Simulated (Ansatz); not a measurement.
The system is NiO.

```
Ni O
1.0
     0.00000    2.08590    2.08590
     2.08590    0.00000    2.08590
     2.08590    2.08590    0.00000
Ni O
1 1
Direct
  0.00000 0.00000 0.00000
  0.50000 0.50000 0.50000
```

Base run:

* Program: Ansatz 0.2.0
* Functional: revPBE
* Potentials or basis: Ansatz PAW
* Cutoff: 420 eV (not typed: the program's choice for these potentials)
* k mesh: 11 × 11 × 11
* Occupations: fermi-dirac, width 0.05 eV
* Spin: collinear spin, ferromagnetic start
* Starting moments: [1.0, 0.0] μB

Its results: band gap on the k mesh none (metal or under the smearing width); pressure 11.2 GPa; net moment 1.80 μB per cell; site moments Ni +1.46; O +0.29 μB.

Task: After a change of settings the same cell gave: band gap on the k mesh none (metal or under the smearing width); pressure 13.2 GPa; net moment 1.82 μB per cell; site moments Ni +1.47; O +0.29 μB. Which change was it?
A. functional from revPBE to PBE; occupations from fermi-dirac, width 0.05 eV to gaussian, width 0.03 eV
B. functional from revPBE to BLYP
C. functional from revPBE to r2SCANh; cutoff from 420 eV (not typed: the program's choice for these potentials) to 500 eV (not typed: the program's choice for these potentials); k mesh from 11 × 11 × 11 to 6 × 6 × 6
D. functional from revPBE to RPBE

Result: D.

Caveats: a cell with one magnetic atom can't hold antiferromagnetic order, which such compounds often take; semilocal functionals often make such compounds metallic where correlation or magnetic order opens a gap, which also shifts bond lengths; the PAW data sets come from PBE, with cores solved anew for the run's functional, which leaves a small shift of forces and pressure.
